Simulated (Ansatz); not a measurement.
Runs of Ansatz 0.2.0 on Ti. It takes space group Im-3m (No. 229, cubic). The conventional cell has a = 3.282 Å, b = 3.282 Å, c = 3.282 Å, α = 90.00°, β = 90.00°, γ = 90.00°. Around Ti (site symmetry m-3m) lie 8 Ti at 2.84 Å. This isn't the form of Ti at room conditions, which is hcp.

```tsv
task	level	cell	cutoff (eV)	points for each segment of the path	gap on the mesh (eV)	pressure (GPa)
single point	HF	as given	420	-	none	6.7
band structure	HSE03	as given	420	4	none	-2.1
single point	r2SCAN50	as given	500	-	none	(a)
relaxation of cell and atoms	HSEsol	relaxed	420	-	none	0.0
```

Alike in all rows: potentials or basis Ansatz PAW; no spin polarisation; k mesh 6 × 6 × 6; smearing fermi-dirac 0.05 eV; the mesh is coarse, so values aren't converged.

Question: Estimate the missing entries.

Answer: (a) -4.3.

Caveats: all runs use coarse meshes; the PAW data sets come from PBE, with cores solved anew for the run's functional, which leaves a small shift of forces and pressure; the thresholds are loose for stress (some runs); the plane-wave basis is chosen anew once the cell has moved, so the energies of steps on either side of that aren't comparable (some runs).

A gap of «none» marks a metal or a gap under the smearing width.
